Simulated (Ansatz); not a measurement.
## Quasiparticle levels of BeS (F-43m)

Computed with Ansatz, G0W0@PBE, plasmon-pole screening, all-electron datasets in plane waves (scalar-relativistic, Gaussian nuclei).

Input:

```yaml
crystal:
  lattice:
    - [0.0, 2.41, 2.41]
    - [2.41, 0.0, 2.41]
    - [2.41, 2.41, 0.0]
  atoms:
    - { symbol: Be, position: [0.0, 0.0, 0.0] }
    - { symbol: S, position: [0.25, 0.25, 0.25] }
basis:
  precision: f64
  xc_grid: 2
kpoints:
  mp_grid: { grid: [4, 4, 4], shift: [0, 0, 0] }
hamiltonian:
  xc: pbe
  dispersion: none
  pseudopotentials: { kind: all_electron, nuclear_model: gaussian }
magnetization:
  spin_polarized: false
scf:
  lower_state_search: "off"
  max_iter: 200
  occupations: { method: fixed }
  convergence: { dr2_threshold: "1e-10 eV" }
output: {}
gw:
  n_empty_bands: 180
  ecut_chi: 200
  ecutfock_ratio: 1
  qp_bands: [v4, c2]
  plasmon_pole_fit_frequency: 19.85
```

Linearised quasiparticle energies, zero at the top filled Kohn-Sham level among these points. VB is the top filled band, CB the lowest empty one. Points in brackets are given in fractions of the reciprocal vectors. Linearised levels far below the gap are rough. The wave cutoff came out at 3300 eV.

| k | band | ε_KS (eV) | Σx − Vxc (eV) | Σc (eV) | Z | ε_QP (eV) |
| --- | --- | --- | --- | --- | --- | --- |
| Γ | VB | 0.00 | -2.77 | 1.56 | 0.79 | -0.96 |
| Γ | CB | 5.63 | 5.33 | -4.44 | 0.81 | 6.35 |
| (0, -0.5, -0.5) | CB | 3.06 | 4.33 | -3.94 | 0.82 | 3.38 |
| Γ | VB-3 | -13.82 | -8.45 | 7.34 | 0.68 | -14.57 |
| Γ | CB+1 | 5.63 | 5.33 | -4.44 | 0.81 | 6.35 |

The gap (from Γ to k = (0, -0.5, -0.5)) opens from 3.06 eV to 4.34 eV.

Electronic (ion-clamped) dielectric constant on this mesh, from the head of the inverse dielectric matrix: 5.8.

The cell is a model at fixed atoms and needn't be the relaxed known crystal. The mesh is coarse, so these are values at the stated settings, not converged ones. Band sums or response are cut, so the gap isn't at its basis limit. The gap is read on the mesh, and the crystal's band edges can lie off it. Meshes this coarse can overestimate the dielectric constant by a tenth and more.
